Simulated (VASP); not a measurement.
# AlN: kinetic-energy density

AlN, P6_3mc (no. 186), 4 atoms in the cell. PBE; PAW potentials Al, N (PBE set).

## Input

INCAR:
```
SYSTEM = AlN
  ALGO = Normal
  EDIFF = 1E-7
  ENCUT = 520
  ISIF = 2
  ISMEAR = 0
  LASPH = .True.
  LCHARG = .True.
  LREAL = .False.
  LTAU = .True.
  LWAVE = .False.
  NELM = 100
  PREC = Accurate
  SIGMA = 0.02
```

KPOINTS:
```
k-points
0
Gamma
  8 8 5
```

POSCAR:
```
AlN
1.0
    3.1130000000      0.0000000000      0.0000000000
   -1.5565000000      2.6959370820      0.0000000000
    0.0000000000      0.0000000000      4.9810000000
Al N
2 2
Direct
    0.6666666667      0.3333333333      0.5000000000
    0.3333333333      0.6666666667      0.0000000000
    0.6666666667      0.3333333333      0.8800000000
    0.3333333333      0.6666666667      0.3800000000
```

Commands:
```
cat potpaw_PBE.64/Al/POTCAR potpaw_PBE.64/N/POTCAR > POTCAR
mpirun -np 1 vasp_std > vasp.out
```

## Result

- Kinetic energy of the pseudo orbitals (eV): 351.87

VASP 6.6.1 took 7.8 s on 1 core (Intel Xeon Platinum 8488C (Sapphire Rapids)), a shared host.
